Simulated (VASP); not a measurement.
A run of VASP 6.6.1 is set up as follows.

INCAR

```
  ALGO = Normal
  CSHIFT = 0.05
  EDIFF = 1E-6
  ENCUT = 520
  GGA = PE
  ISIF = 2
  ISMEAR = 0
  LASPH = T
  LCHARG = F
  LOPTICS = T
  LREAL = F
  LWAVE = F
  NBANDS = 32
  NEDOS = 2000
  NELM = 80
  PREC = Accurate
  SIGMA = 0.03
```

Contents of KPOINTS:

```
k-points
0
Gamma
  8 8 8
```

The input POSCAR:

```
KI                                      
1.0
    0.0000000000      3.5081227352      3.5081227352
    3.5081227352      0.0000000000      3.5081227352
    3.5081227352      3.5081227352      0.0000000000
  K               I             
     1     1
Direct
     0.0000000000000000    0.0000000000000000    0.0000000000000000
     0.5000000000000000    0.5000000000000000    0.5000000000000000
```

Potentials or basis: VASP PAW PBE potentials, release 64 (K_sv, I).

Run with:

```bash
$ cat potpaw_PBE.64/K_sv/POTCAR potpaw_PBE.64/I/POTCAR > POTCAR
$ mpirun -np 1 vasp_std > vasp.out
```

(1) Estimate the band gap on the k mesh.

(2) What does it give for the pressure?

Answers

(1) 4.01 eV, direct.

(2) 0.9 GPa.

Caveat: spin-orbit coupling is left out, which moves the levels of the heavy elements.

**Experimental background.**

A printed reference work, monograph reports, for a bulk crystal of KI: band gap 6.32 eV.

Against the measured gap of KI, 6.32 eV (a printed reference work, monograph), the calculated 4.01 eV is off by -2.31 eV. Spin-orbit coupling on I is left out. The value is that of PBE on a finite k mesh, which can miss the band edges, without temperature or zero-point motion. Semilocal functionals fall short of measured gaps as a rule.
